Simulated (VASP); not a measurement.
**BAs: band structure with PBE-EpsX**

The system is BAs.

```
B As
1.0
     0.00000    2.38850    2.38850
     2.38850    0.00000    2.38850
     2.38850    2.38850    0.00000
B As
1 1
Direct
  0.00000 0.00000 0.00000
  0.25000 0.25000 0.25000
```

```
Program                            : VASP 6.6.1
Task                               : band structure
Functional                         : PBE-EpsX
Potentials or basis                : VASP PAW PBE potentials, release 64 (B, As)
Cutoff                             : 520 eV
k mesh                             : 6 × 6 × 6
Occupations                        : gaussian, width 0.03 eV
Spin                               : no spin polarisation
Grid for exact exchange (PRECFOCK) : Fast
Exchange at q = 0                  : truncated
Share of exact exchange            : 0.1013
Further INCAR settings             : ALGO = Normal; EDIFF = 1e-07
```

The pressure is 1.8 GPa. The band gap on the k mesh is 1.81 eV, indirect (least direct gap 3.88 eV) and the band gap along the path is 1.96 eV, indirect (least direct gap 3.88 eV).

Levels at points of the mesh, in eV from the valence-band top:
| k point | band 1 | band 2 | band 3 | band 4 | band 5 | band 6 | band 7 | band 8 |
| --- | --- | --- | --- | --- | --- | --- | --- | --- |
| (0.00, 0.00, 0.00) | -16.08 | 0.00 | 0.00 | 0.00 | 3.88 | 3.88 | 3.88 | 5.44 |
| (0.50, 0.00, 0.00) | -13.07 | -9.21 | -1.91 | -1.91 | 3.31 | 5.43 | 5.43 | 9.62 |
| (0.50, 0.50, 0.00) | -11.68 | -8.96 | -4.26 | -4.26 | 1.96 | 1.99 | 12.30 | 12.30 |

It took 2.7 min on 4 MPI ranks on AMD EPYC 7R13 Processor (Zen 3), with other jobs on the host, peak memory 0.22 GiB a rank.

Caveat: the PAW data sets were made with another functional, which shifts forces and pressure a little.
